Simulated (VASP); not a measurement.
## Ni: single point with PBE

The system is Ni.

```
Ni
1.0
     0.00000    1.76000    1.76000
     1.76000    0.00000    1.76000
     1.76000    1.76000    0.00000
Ni
1
Direct
  0.00000 0.00000 0.00000
```

The cell was built by a generator and needn't be a form met in nature.

```json
{
  "Program": "VASP 6.6.1",
  "Task": "single point",
  "Functional": "PBE",
  "Potentials or basis": "VASP PAW PBE potentials, release 64 (Ni)",
  "Cutoff": "520 eV",
  "k mesh": "31 × 31 × 31",
  "Occupations": "methfessel-paxton, width 0.1 eV",
  "Spin": "collinear spin, ferromagnetic start",
  "Starting moments": "[0.8] μB"
}
```

```yaml
Pressure: -0.3 GPa
Band_gap_on_the_k_mesh: none (metal or under the smearing width)
Net_moment: 0.64 μB per cell
Site_moments: Ni +0.65 μB
Valence_electrons_inside_the_program's_atomic_spheres: Ni 9.31
```

Levels at points of the mesh, in eV from the Fermi level:
Spin up:
| k point | band 3 | band 4 | band 5 | band 6 | band 7 | band 8 |
| --- | --- | --- | --- | --- | --- | --- |
| (0.00, 0.00, 0.00) | -2.45 | -2.45 | -1.27 | -1.27 | 23.70 | 27.54 |
Spin down:
```
           k point  band 3  band 4  band 5  band 6  band 7  band 8
(0.00, 0.00, 0.00)   -1.68   -1.68   -0.68   -0.68   23.53   27.52
```

Wall time 4.9 min on 1 thread of Intel(R) Xeon(R) Platinum 8259CL CPU @ 2.50GHz (Skylake/Cascade Lake), on a shared host, peak memory 0.3 GiB.
